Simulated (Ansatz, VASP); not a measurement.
**Two plane-wave programs on B3As2**

```xyz
5
Lattice="4.5690 0.0000 0.0000 -2.2845 3.9568 0.0000 0.0000 0.0000 4.2873" Properties=species:S:1:pos:R:3 pbc="T T T"
B     0.0000    0.0000    0.7336
B     0.0000    0.0000    3.5537
B     0.0000    0.0000    2.1436
As    0.0000    2.6379    0.0000
As    2.2845    1.3189    0.0000
```

Alike in both runs: task single point; functional PBE; k mesh 6 × 6 × 4; occupations gaussian, width 0.1 eV; no spin polarisation.

|  | VASP | Ansatz |
| --- | --- | --- |
| version | VASP 6.6.1 | Ansatz 0.2.0 |
| potentials or method | VASP PAW PBE potentials, release 64 (B, As) | scalar-relativistic, plane waves, PAW |
| plane-wave cutoff (eV) | 520 | 420 |
| valence electrons in the cell | 19 | 39 |

|  | VASP | Ansatz | Ansatz less VASP |
| --- | --- | --- | --- |
| gap on the k mesh at the Fermi level (eV) | none | none | - |
| pressure (GPa) | 15.8 | 15.8 | -0.03 |
| largest component of the traceless stress (GPa) | 32.17 | 32.30 | +0.128 |
| rms of the force components (eV/Å) | 0.677 | 0.676 | -0.0013 |

Atom by atom the forces differ by 0.001 eV/Å (rms over components). A gap of «none» marks a metal or a gap that the smearing closes. With one functional, cell and mesh, what is left measures potentials, basis and numerics. The two sets of potentials don't hold the same shells in valence.

Caveats: the k mesh is coarse (spacing up to 0.37 Å⁻¹), so the values aren't converged; so large a pressure means that the cell lies far from this level's equilibrium, or that cutoff or potentials fall short (VASP); forces of over 1 eV/Å show positions far from the minimum, so gaps and moduli don't describe the material at rest.
